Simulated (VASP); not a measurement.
# Co (P-3m1) in VASP: notebook

One crystal, Co, is run at these levels: LDA; tasks: single point.

Program: VASP 6.6.1. These are calculated values, not measurements. Logs are shortened: lines on timing, memory, paths and dates and some standing lists are left out, and cuts for length are marked.

**1. Starting point**

Symmetry: P-3m1, No. 164, trigonal system. Conventional cell: a = 2.487 Å, b = 2.487 Å, c = 4.063 Å, α = 90.00°, β = 90.00°, γ = 120.00°. Around Co (site symmetry 3m) lie 12 Co at 2.42 to 2.55 Å.

This isn't the form of Co at room conditions, which is hcp.

**2. Single point, LDA, collinear spin, ferromagnetic start**

INCAR reads:

```
SYSTEM = Co
ADDGRID = .FALSE.
ALGO = Normal
EDIFF = 1E-6
ENCUT = 220
GGA = CA
ISIF = 2
ISMEAR = -1
ISPIN = 2
LASPH = .TRUE.
LCHARG = .FALSE.
LMAXMIX = 4
LORBIT = 11
LREAL = .FALSE.
LWAVE = .FALSE.
MAGMOM = 2 2
NBANDS = 20
NELM = 100
PREC = Accurate
SIGMA = 0.1
```

KPOINTS reads:

```
k-points
0
G
  9 9 5
  0 0 0
```

POSCAR reads:

```
Co
1.0
    2.4873648738      0.0000000000      0.0000000000
   -1.2436824369      2.1541211692      0.0000000000
    0.0000000000      0.0000000000      4.0632895034
Co
2
Direct
    0.3275520000      0.6759820000      0.7288160000
    0.6891290000      0.3188900000      0.2643300000
```

Potentials or basis: VASP PAW LDA potentials, release 64 (Co).

Command:

```sh
cat potpaw_LDA.64/Co/POTCAR > POTCAR
mpirun -np 1 vasp_std > vasp.out
```

OUTCAR:

```text
SYSTEM = Co
   EDIFF = 1E-6
   ENCUT = 220
   GGA = CA
   ISIF = 2
   ISMEAR = -1
   ISPIN = 2
   LASPH = .TRUE.
   LORBIT = 11
   LREAL = .FALSE.
   NELM = 100
   PREC = Accurate

 Found    203 irreducible k-points:

 Following reciprocal coordinates:
            Coordinates               Weight
  0.000000  0.000000  0.000000      1.000000
  0.111111 -0.000000  0.000000      2.000000
  0.000000  0.111111  0.000000      2.000000
 -0.111111  0.111111  0.000000      2.000000
  0.222222  0.000000  0.000000      2.000000
  0.000000  0.222222  0.000000      2.000000
   k-points           NKPTS =    203   k-points in BZ     NKDIM =    203   number of bands    NBANDS=     20
   number of dos      NEDOS =    301   number of ions     NIONS =      2
   total plane-waves  NPLWV =   2880
   dimension x,y,z NGX =    12 NGY =   12 NGZ =   20
   dimension x,y,z NGXF=    24 NGYF=   24 NGZF=   40
   ions per type =               2
   NGX,Y,Z   is equivalent  to a cutoff of   8.02,  8.02,  8.18 a.u.
   NGXF,Y,Z  is equivalent  to a cutoff of  16.04, 16.04, 16.37 a.u.
 SYSTEM =  Co
   PREC   = accura    normal or accurate (medium, high low for compatibility)
   ISTART =      0    job   : 0-new  1-cont  2-samecut
   ICHARG =      2    charge: 1-file 2-atom 10-const
   ISPIN  =      2    spin polarized calculation?
   LNONCOLLINEAR =      F non collinear calculations
   LSORBIT =      F    spin-orbit coupling
   LASPH  =      T    aspherical Exc in radial PAW
   ENCUT  =  220.0 eV  16.17 Ry    4.02 a.u.   3.01  3.01  4.91*2*pi/ulx,y,z
   NELM   =    100;   NELMIN=  2; NELMDL= -5     # of ELM steps
   EDIFF  = 0.1E-05   stopping-criterion for ELM
   LREAL  =      F    real-space projection
   EDIFFG = 0.1E-04   stopping-criterion for IOM
   NSW    =      0    number of steps for IOM
   IBRION =     -1    ionic relax: 0-MD 1-quasi-New 2-CG
   NFREE  =      0    steps in history (QN), initial steepest desc. (CG)
   ISIF   =      2    stress and relaxation
   ISYM   =      2    0-nonsym 1-usesym 2-fastsym
   POTIM  = 0.5000    time-step for ionic-motion
   TEBEG  =    0.0;   TEEND  =   0.0 temperature during run
   PSTRESS=    0.0 pullay stress
   NELECT =      18.0000    total number of electrons
   NUPDOWN=      -1.0000    fix difference up-down
   EMIN   =  10.00;   EMAX   =-10.00  energy-range for DOS
   EFERMI =   0.00;   METHOD = LEGACY
   ISMEAR =    -1;   SIGMA  =   0.10  broadening in eV -4-tet -1-fermi 0-gaus
   EFERMI_NEDOS =   21; number of points for ismear=-14 and -15
   IALGO  =     38    algorithm
   IMIX   =      4    mixing-type and parameters
     AMIX     =   0.40;   BMIX     =  1.00
     AMIX_MAG =   1.60;   BMIX_MAG =  1.00
  volume/ion in A,a.u.               =      10.89        73.46
  Fermi-wavevector in a.u.,A,eV,Ry     =   1.536514  2.903591 32.121660  2.360875
  Thomas-Fermi vector in A             =   2.643152
   LORBIT       =     11    0 simple, 1 ext, 2 COOP (PROOUT), +10 PAW based schemes
   GGA     = CA    functional components
   LHFCALC =     F    Hartree Fock is set to
   AEXX    =    0.0000 exact exchange contribution
   IVDW    =     0    specifies the selected vdW correction
   LEPSILON=     F    determine dielectric tensor
   LRPA    =     F    only Hartree local field effects (RPA)
 spin polarized calculation
  energy-cutoff  :      220.00
  volume of cell :       21.77
 maximum number of plane-waves:       171
   NGX =  5   NGY =  5   NGZ =  9

 number of electron      17.9999995 magnetization       3.0185926

 Free energy of the ion-electron system (eV)
  ---------------------------------------------------
  ext. energy  EPLUGINS =         0.00000000
  ---------------------------------------------------
  free energy    TOTEN  =       -15.78268979 eV

  energy without entropy =      -15.72232577  energy(sigma->0) =      -15.75250778

 E-fermi :   9.7572     XC(G=0): -13.6905

 val. band max:        9.7566186103   @ k =   0.2222  -0.1111   0.2000
 cond. band min:       9.7576038896   @ k =   0.1111  -0.2222   0.2000
 fundamental gap:      0.0009852793
 Fermi energy:         9.7572042869

 spin component 1

 k-point     1 :       0.0000    0.0000    0.0000
  band No.  band energies     occupation
      1       0.9627      1.00000
      2       4.7265      1.00000
      3       7.2364      1.00000
      4       7.3098      1.00000
      5       7.3903      1.00000
      6       7.6025      1.00000
[... 12 lines left out ...]
     19      36.5370      0.00000
     20      36.6007      0.00000
[... 93 lines left out ...]
 k-point     6 :       0.0000    0.2222    0.0000
  band No.  band energies     occupation
      1       2.5959      1.00000
      2       5.5111      1.00000
      3       6.4682      1.00000
      4       6.8231      1.00000
      5       7.2809      1.00000
      6       7.5809      1.00000
[... 12 lines left out ...]
     19      35.0920      0.00000
     20      38.6351      0.00000

 [... further k-points ...]

 spin component 2

 k-point     1 :       0.0000    0.0000    0.0000
  band No.  band energies     occupation
      1       1.1373      1.00000
      2       5.5814      1.00000
      3       8.5412      0.99999
      4       8.6649      0.99998
      5       8.7644      0.99995
      6       8.9740      0.99960
[... 12 lines left out ...]
     19      36.8913      0.00000
     20      36.9478      0.00000
[... 93 lines left out ...]
 k-point     6 :       0.0000    0.2222    0.0000
  band No.  band energies     occupation
      1       2.7927      1.00000
      2       6.4901      1.00000
      3       7.5704      1.00000
      4       7.9635      1.00000
      5       8.5447      0.99999
      6       8.9510      0.99968
[... 12 lines left out ...]
     19      35.2302      0.00000
     20      38.8487      0.00000

 [... further k-points ...]

------------------------ aborting loop because EDIFF is reached ----------------------------------------

  FORCE on cell =-STRESS in cart. coord.  units (eV):
  Direction    XX          YY          ZZ          XY          YZ          ZX
  --------------------------------------------------------------------------------------
  -------------------------------------------------------------------------------------
  Total       -9.4707211     -9.2320982     -8.8464563      0.2280377     -0.1238195      0.2511888
  in kB     -696.9574046   -679.3969688   -651.0172961     16.7814661     -9.1119675     18.4851691
  external PRESSURE =    -675.7905565 kB  Pullay stress =       0.0000000 kB

 VOLUME and BASIS-vectors are now :
 -----------------------------------------------------------------------------
  energy-cutoff  :      220.00
  volume of cell :       21.77
      direct lattice vectors                 reciprocal lattice vectors
     2.487364874  0.000000000  0.000000000     0.402031889  0.232113220  0.000000000
    -1.243682437  2.154121169  0.000000000     0.000000000  0.464226439  0.000000000
     0.000000000  0.000000000  4.063289503     0.000000000  0.000000000  0.246106018

 POSITION                                       TOTAL-FORCE (eV/Angst)
 -----------------------------------------------------------------------------------
     -0.02597      1.45615      2.96139         0.242578     -0.121542      0.685741
      1.31752      0.68693      1.07405        -0.242578      0.121542     -0.685741
 -----------------------------------------------------------------------------------
    total drift:                                0.000273     -0.000097     -0.000036

  FREE ENERGIE OF THE ION-ELECTRON SYSTEM (eV)
  ---------------------------------------------------
  free  energy   TOTEN  =       -15.7826897938 eV

  energy  without entropy=      -15.7223257675  energy(sigma->0) =      -15.75250778

 total charge

# of ion       s       p       d       tot
------------------------------------------
    1        0.486   0.510   7.389   8.385
    2        0.486   0.510   7.389   8.385
--------------------------------------------------
tot          0.972   1.021  14.778  16.770

 magnetization (x)

# of ion       s       p       d       tot
------------------------------------------
    1       -0.013  -0.039   1.576   1.524
    2       -0.013  -0.039   1.576   1.524
--------------------------------------------------
tot         -0.026  -0.078   3.152   3.048
```

Run time: 23 s. Hardware: 1 thread of Intel Xeon Platinum 8488C (Sapphire Rapids), shared host; peak memory 0.14 GiB.

The run converged, but a check on its numbers failed (symmetry, net force, bounds or a known fault of this set-up), so they aren't taken as properties of the crystal.

Caveat: the cutoff lies under the usual one of these potentials, so the numbers hold a large basis-set error; the cell as given lies far from equilibrium.

**3. Single point, LDA, collinear spin, ferromagnetic start**

INCAR: that of step 2 with these lines changed.

```diff
@@ -4,3 +4,3 @@
 EDIFF = 1E-6
-ENCUT = 220
+ENCUT = 400
 GGA = CA
```

KPOINTS reads:

```
k-points
0
G
  7 7 4
  0 0 0
```

POSCAR reads:

```
Co
1.0
    2.4873648738      0.0000000000      0.0000000000
   -1.2436824369      2.1541211692      0.0000000000
    0.0000000000      0.0000000000      4.0632895034
Co
2
Direct
    0.3333333333      0.6666666667      0.7401390000
    0.6666666667      0.3333333333      0.2598610000
```

Potentials or basis: VASP PAW LDA potentials, release 64 (Co).

Command:

```sh
cat potpaw_LDA.64/Co/POTCAR > POTCAR
mpirun -np 1 vasp_std > vasp.out
```

Run time: 10 s. Hardware: 1 thread of Intel Xeon Platinum 8488C (Sapphire Rapids), shared host; peak memory 0.12 GiB.

The run converged, but some of its settings lie outside the range that counts as converged, so its numbers aren't taken as properties of the crystal.

Results:

| Property | Result |
| --- | --- |
| Free energy | -16.1233 eV |
| Pressure | -19.3 GPa |
| Largest force | 0.441 eV/Å |
| Band gap on the k mesh | none (metal or under the smearing width) |
| Net moment | 3.03 μB per cell |
| Site moments | Co +1.52 μB |
| Valence electrons inside the program's atomic spheres | Co 8.28 |

Caveat: the k mesh is coarse (spacing up to 0.42 Å⁻¹), so the values aren't converged.

**4. Single point, LDA, collinear spin, ferromagnetic start**

INCAR is that of step 3.

KPOINTS is that of step 3.

POSCAR reads:

```
Co
1.0
    2.4873648738      0.0000000000      0.0000000000
   -1.2436824369      2.1541211692      0.0000000000
    0.0000000000      0.0000000000      4.0632895034
Co
2
Direct
    0.3275520000      0.6759820000      0.7288160000
    0.6891290000      0.3188900000      0.2643300000
```

Command:

```sh
cat potpaw_LDA.64/Co/POTCAR > POTCAR
mpirun -np 1 vasp_std > vasp.out
```

Run time: 26 s. Hardware: 1 thread of Intel Xeon Platinum 8488C (Sapphire Rapids), shared host; peak memory 0.15 GiB.

These settings aren't checked as converged: the numbers below hold their error.

What came out:

- Free energy: -16.0671 eV
- Pressure: -17.1 GPa
- Largest force: 0.935 eV/Å
- Band gap on the k mesh: none (metal or under the smearing width)
- Net moment: 3.03 μB per cell
- Site moments: Co +1.51 μB
- Valence electrons inside the program's atomic spheres: Co 8.30

Caveat: the k mesh is coarse (spacing up to 0.42 Å⁻¹), so the values aren't converged.

**5. Single point, LDA, collinear spin, ferromagnetic start**

INCAR: that of step 4 with these lines changed.

```diff
@@ -4,3 +4,3 @@
 EDIFF = 1E-6
-ENCUT = 400
+ENCUT = 650
 GGA = CA
```

KPOINTS reads:

```
k-points
0
G
  6 6 3
  0 0 0
```

POSCAR reads:

```
Co
1.0
    2.4873648738      0.0000000000      0.0000000000
   -1.2436824369      2.1541211692      0.0000000000
    0.0000000000      0.0000000000      4.0632895034
Co
2
Direct
    0.3333333333      0.6666666667      0.7401390000
    0.6666666667      0.3333333333      0.2598610000
```

Command:

```sh
cat potpaw_LDA.64/Co/POTCAR > POTCAR
mpirun -np 1 vasp_std > vasp.out
```

Wall time 13 s (1 thread of Intel Xeon Platinum 8488C (Sapphire Rapids), shared host); peak memory 0.15 GiB.

These settings aren't checked as converged: the numbers below hold their error.

Results:

- Free energy: -16.1963 eV
- Pressure: -18.6 GPa
- Largest force: 0.447 eV/Å
- Band gap on the k mesh: none (metal or under the smearing width)
- Net moment: 3.15 μB per cell
- Site moments: Co +1.58 μB
- Valence electrons inside the program's atomic spheres: Co 8.28

Caveat: the k mesh is coarse (spacing up to 0.52 Å⁻¹), so the values aren't converged.

**6. Single point, LDA, collinear spin, ferromagnetic start**

INCAR is that of step 5.

KPOINTS is that of step 5.

POSCAR reads:

```
Co
1.0
    2.4873648738      0.0000000000      0.0000000000
   -1.2436824369      2.1541211692      0.0000000000
    0.0000000000      0.0000000000      4.0632895034
Co
2
Direct
    0.3275520000      0.6759820000      0.7288160000
    0.6891290000      0.3188900000      0.2643300000
```

Potentials or basis: VASP PAW LDA potentials, release 64 (Co).

Command:

```sh
cat potpaw_LDA.64/Co/POTCAR > POTCAR
mpirun -np 1 vasp_std > vasp.out
```

It took 31 s on 1 thread of Intel Xeon Platinum 8488C (Sapphire Rapids), shared host; peak memory 0.17 GiB.

The run converged, but some of its settings lie outside the range that counts as converged, so its numbers aren't taken as properties of the crystal.

Results:

* Free energy: -16.1375 eV
* Pressure: -16.4 GPa
* Largest force: 0.967 eV/Å
* Band gap on the k mesh: none (metal or under the smearing width)
* Net moment: 3.15 μB per cell
* Site moments: Co +1.58 μB
* Valence electrons inside the program's atomic spheres: Co 8.30

Caveat: the k mesh is coarse (spacing up to 0.52 Å⁻¹), so the values aren't converged.

**7. The reference run**

An earlier run on the cell as given: functional PBE; potentials or basis VASP PAW PBE potentials, release 64 (Co); cutoff 520 eV; k mesh 12 × 12 × 7; occupations fermi-dirac, width 0.05 eV; collinear spin, ferromagnetic start; starting moments [2.0, 2.0] μB.

- Pressure: 0.0 GPa
- Largest force: 0.481 eV/Å
- Band gap on the k mesh: none (metal or under the smearing width)
- Net moment: 3.26 μB per cell
- Site moments: Co +1.65 μB
- Valence electrons inside the program's atomic spheres: Co 8.27
